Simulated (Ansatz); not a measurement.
Input of an Ansatz 0.2.0 run:

File input.yaml:

```yaml
crystal:
  lattice:
    - [-2.0973721543, 2.0973721543, 2.0973721543]
    - [2.0973721543, -2.0973721543, 2.0973721543]
    - [2.0973721543, 2.0973721543, -2.0973721543]
  atoms:
    - { symbol: Pr, position: [0.0, 0.0, 0.0], spin: 2.0 }
hamiltonian:
  xc: revpbe
  pseudopotentials: { kind: nc, accuracy: lanthanide_3plus }
magnetization:
  spin_polarized: true
kpoints:
  mp_grid: { grid: [9, 9, 9] }
scf:
  occupations: { method: fermi_dirac, width: 0.1 }
output:
  forces: true
  stress: true
  eigenvalues: true
basis:
  ecutwfc: "44.1 Ry"
```

Potentials or basis: PseudoDojo 3+ lanthanides.

Command:

```sh
$ ansatz run input.yaml --threads 1 --pin off --max-ram 2560MiB --backend cpu --events-out ev --progress --plain --runs-dir out
```

(1) Estimate the net moment.

(2) Predict the absolute moment.

(3) Estimate the pressure.

(4) What does it give for the band gap on the k mesh?

Answers

(1) 0.00 μB per cell.

(2) 0.00 μB per cell.

(3) 0.6 GPa.

(4) none (metal or under the smearing width).

Caveat: the potentials were made for another functional, which shifts forces and pressure; spin-orbit coupling is left out, which moves the levels of the heavy elements; the 4f electrons are frozen in the core as for a trivalent ion, so they carry no moment and show no levels; the starting moments weren't kept; the cutoff lies under the one recommended for these potentials.
